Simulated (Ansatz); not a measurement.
## Ti3Ni: energy against volume and a worked fit

```
Ni Ti
1.0
     3.93518    0.00000    0.00000
     0.00000    3.93518    0.00000
     0.00000    0.00000    3.93518
Ni Ti
1 3
Direct
  0.00000 0.00000 0.00000
  0.50000 0.50000 0.00000
  0.50000 0.00000 0.50000
  0.00000 0.50000 0.50000
```

The cell comes from a database or a generator and needn't be the stable form of this composition.

The cell was scaled at fixed shape and fractions and run with Ansatz, Ansatz PAW, cutoff 500 eV; r2SCAN, k mesh 7 × 7 × 7 on the cell of 4 atoms, fermi-dirac occupations of 0.05 eV, collinear spin, ferromagnetic start, no spin-orbit coupling. The potentials were made for PBE. Energies are those that the program minimises, any entropy of the smearing included. For a metal such a mesh isn't converged to the digits shown. The magnetic state is the one that the start led to, which needn't be the lowest.

```tsv
V (Å³/atom)	energy over the lowest row (meV/atom)
14.3206	16.269
14.6253	5.151
14.9299	0.000
15.2346	?
15.5393	4.359
15.8440	12.555
16.1487	24.514
```

**Question.** Fit the third-order Birch-Murnaghan form, give V0, B0 and B′, and predict the energy left open.

**Answer.** With y = (V0/V)^(2/3), E = E0 + (9 V0 B0/16) [(y - 1)³ B′ + (y - 1)² (6 - 4y)]. Least squares through the rows shown give V0 = 15.0867 Å³/atom, E0 = -0.669 meV, B0 = 124.7 GPa (1 eV/Å³ = 160.218 GPa) and B′ = 5.42, with a largest miss of 0.097 meV, so B0 and B′ are loose. At V = 15.2346 the form with these constants gives -0.116 meV; the run gave 0.287 meV an atom, a miss beyond those of the fit, so one smooth form does not hold here.
